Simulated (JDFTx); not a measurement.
Ru:

```
CELL_PARAMETERS angstrom
2.70580 0.00000 0.00000
-1.35290 2.34329 0.00000
0.00000 0.00000 4.28190
ATOMIC_POSITIONS crystal
Ru 0.66667 0.33333 0.75000
Ru 0.33333 0.66667 0.25000
```

```yaml
Program: JDFTx 1.7.0 (patched build)
Task: relaxation of cell and atoms
Functional: PBE
Potentials_or_basis: PseudoDojo-SR-PBE-0.5-standard with smoothed tails
Cutoff: 1143 eV
Density_cutoff: 9143 eV
k_mesh: 6 × 6 × 3
Occupations: fermi-dirac, width 0.05 eV
Spin: no spin polarisation
```

At the start: pressure 5.8 GPa; volume 13.57 Å³/atom.

**Question.** How do energy, volume and symmetry change on relaxing?

**Answer.** Over 7 steps the energy falls by 5.8 meV/atom and the volume is 13.82 Å³/atom (+1.8 %); space group P6_3/mmc (No. 194, to 0.05 Å).

The path:
```csv
step,energy change (eV),largest force (eV/Å),pressure (GPa),volume (Å³)
1,0.0000,0.0000,5.76,27.15
2,-0.0035,0.0000,4.63,27.24
3,-0.0110,0.0000,0.11,27.63
4,-0.0115,0.0000,0.04,27.63
5,-0.0116,0.0000,0.02,27.64
6,-0.0116,0.0000,-0.02,27.64
7,-0.0116,0.0000,0.01,27.64
```

Final structure:
```
Ru
1.0
     2.73151    0.00000    0.00000
    -1.36575    2.36555    0.00000
     0.00000    0.00000    4.27753
Ru
2
Direct
  0.66667 0.33333 0.75000
  0.33333 0.66667 0.25000
```

Caveat: the k mesh is coarse (spacing up to 0.49 Å⁻¹), so the values aren't converged.
